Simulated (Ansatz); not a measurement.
Wanted: the native input for an Ansatz 0.2.0 run.

```
Task                : band structure
Functional          : PBEsol
Potentials or basis : all-electron LAPW, non-relativistic
Cutoff              : 290 eV (chosen from the basis error)
Basis error allowed : 0.002 eV/atom
k mesh              : 12 × 12 × 4
Occupations         : fermi-dirac, width 0.05 eV
Spin                : collinear spin, ferromagnetic start
Starting moments    : [2.0, 2.0, 2.0, 2.0] μB
```

Crystal: Co.

```
Co
1.0
     2.47056    0.00000    0.00000
    -1.23528    2.13957    0.00000
     0.00000    0.00000    8.08823
Co
4
Direct
  0.66667 0.33333 0.75000
  0.00000 0.00000 0.50000
  0.33333 0.66667 0.25000
  0.00000 0.00000 0.00000
```

One way to write it, as run:

input.yaml

```yaml
crystal:
  lattice:
    - [2.4705617809, 0.0, 0.0]
    - [-1.2352808905, 2.1395692639, 0.0]
    - [0.0, 0.0, 8.0882338]
  atoms:
    - { symbol: Co, position: [0.6666666667, 0.3333333333, 0.75], spin: 2.0 }
    - { symbol: Co, position: [0.0, 0.0, 0.5], spin: 2.0 }
    - { symbol: Co, position: [0.3333333333, 0.6666666667, 0.25], spin: 2.0 }
    - { symbol: Co, position: [0.0, 0.0, 0.0], spin: 2.0 }
kpoints:
  mp_grid: { grid: [12, 12, 4] }
  band_path:
    path:
      - [0.0, 0.0, 0.0]
      - [0.5, 0.0, 0.0]
      - [0.3333333333, 0.3333333333, 0.0]
      - [0.0, 0.0, 0.0]
      - [0.0, 0.0, 0.5]
      - [0.5, 0.0, 0.5]
      - [0.3333333333, 0.3333333333, 0.5]
      - [0.0, 0.0, 0.5]
    npoints: 12
scf:
  occupations: { method: fermi_dirac, width: 0.05 }
hamiltonian:
  xc: pbesol
  pseudopotentials:
    kind: all_electron
    lapw: { basis_error: 0.002 }
    relativity: none
magnetization:
  spin_polarized: true
output:
  forces: true
  stress: true
  eigenvalues: true
```

Potentials or basis: all-electron LAPW, non-relativistic.

Run with:

```console
$ ansatz run input.yaml --threads 4 --pin off --max-ram 12288MiB --backend cpu --events-out ev --progress --plain --runs-dir out
```

It gave:

The pressure is -2.1 GPa, the band gap along the path is none (metal or under the smearing width) and the net moment is 6.48 μB per cell. The absolute moment is 7.03 μB per cell. The site moments are Co +1.68, +1.66 μB.

Run time: 27 s on 4 threads of Intel(R) Xeon(R) Platinum 8375C CPU @ 2.90GHz (Ice Lake) (shared host), peak memory 0.87 GiB.
